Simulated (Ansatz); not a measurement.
KMgF3:

```
K Mg F
1.0
     3.98590    0.00000    0.00000
     0.00000    3.98590    0.00000
     0.00000    0.00000    3.98590
K Mg F
1 1 3
Direct
  0.50000 0.50000 0.50000
  0.00000 0.00000 0.00000
  0.00000 0.00000 0.50000
  0.00000 0.50000 0.00000
  0.50000 0.00000 0.00000
```

Base run:

| Item | Value |
| --- | --- |
| Program | Ansatz 0.2.0 |
| Functional | PBE0 |
| Potentials or basis | Ansatz PAW |
| Cutoff | 420 eV |
| Density cutoff | 1680 eV |
| k mesh | 6 × 6 × 6 |
| Occupations | fermi-dirac, width 0.05 eV |
| Spin | no spin polarisation |

Its results: band gap on the k mesh 10.34 eV, indirect (least direct gap 10.64 eV).

**Question.** After a change of settings the same cell gave: band gap on the k mesh 9.58 eV, indirect (least direct gap 9.88 eV). Which change was it?
A. functional from PBE0 to HSE06
B. functional from PBE0 to LDA; k mesh from 6 × 6 × 6 to 7 × 7 × 7
C. functional from PBE0 to r2SCAN; cutoff from 420 eV to 500 eV; density cutoff from 1680 eV to 2000 eV; k mesh from 6 × 6 × 6 to 7 × 7 × 7
D. functional from PBE0 to BLYP; k mesh from 6 × 6 × 6 to 7 × 7 × 7

**Answer.** A.

Not every run made on this cell is shown here.
